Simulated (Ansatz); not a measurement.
Crystal: CuO (Tenorite).

```
CELL_PARAMETERS angstrom
2.34185 -1.71130 0.00000
2.34185 1.71130 0.00000
-0.85003 0.00000 5.05787
ATOMIC_POSITIONS crystal
Cu 0.50000 0.00000 0.50000
Cu 0.00000 0.50000 0.00000
O 0.41840 0.58160 0.75000
O 0.58160 0.41840 0.25000
```

| Property | Result |
| --- | --- |
| Program | Ansatz 0.2.0 |
| Task | relaxation of cell and atoms |
| Functional | revPBE0 |
| Potentials or basis | Ansatz PAW |
| Cutoff | 420 eV (not typed: the program's choice for these potentials) |
| k mesh | 5 × 5 × 3 |
| Occupations | fermi-dirac, width 0.05 eV |
| Spin | no spin polarisation |

At the start: volume 10.13 Å³/atom.

Problem. How do energy, volume and symmetry change on relaxing?

Solution. It ends after 25 steps and the volume is 10.99 Å³/atom (+8.4 %); space group C2/c (No. 15, to 0.05 Å).

The path:
```csv
step,energy change (eV),largest force (eV/Å),volume (Å³)
1,0.0000,0.2571,40.54
2,-0.0206,0.2243,41.33
3,-0.0475,0.0387,42.62
4,-0.0541,0.0259,43.26
5,-0.0576,0.0125,42.79
6,-0.0576,0.0033,42.85
7,-0.0576,0.0003,42.87
8,-0.0779,0.0027,42.87
9,-0.0821,0.0014,43.25
10,-0.0826,0.0065,43.56
11,-0.0827,0.0037,43.54
12,-0.0874,0.0038,43.54
13,-0.0879,0.0006,43.65
14,-0.0878,0.0004,43.72
15,-0.0890,0.0008,43.72
16,-0.1084,0.0208,43.77
17,-0.1121,0.0140,43.98
18,-0.1128,0.0017,43.87
19,-0.1128,0.0018,43.89
20,-0.1154,0.0013,43.89
21,-0.1160,0.0003,43.93
22,-0.1160,0.0009,43.94
23,-0.1166,0.0009,43.94
24,-0.1166,0.0003,43.95
25,-0.1165,0.0004,43.95
```

Final structure:
```
Cu O
1.0
     2.06247   -2.07493    0.08478
     2.06247    2.07493    0.08478
    -0.56552    0.00000    5.11179
Cu O
2 2
Direct
  0.50000 0.00000 0.50000
  0.00000 0.50000 0.00000
  0.48165 0.51835 0.75000
  0.51835 0.48165 0.25000
```

Caveat: the k mesh is coarse (spacing up to 0.46 Å⁻¹), so the values aren't converged; the plane-wave basis is chosen anew once the cell has moved, so the energies of steps on either side of that aren't comparable; the pressure holds a Pulay correction of +0.6 GPa for the finite cutoff; the run has no spin polarisation, though such a crystal can be magnetic; the PAW data sets come from PBE, with cores solved anew for the run's functional, which leaves a small shift of forces and pressure.
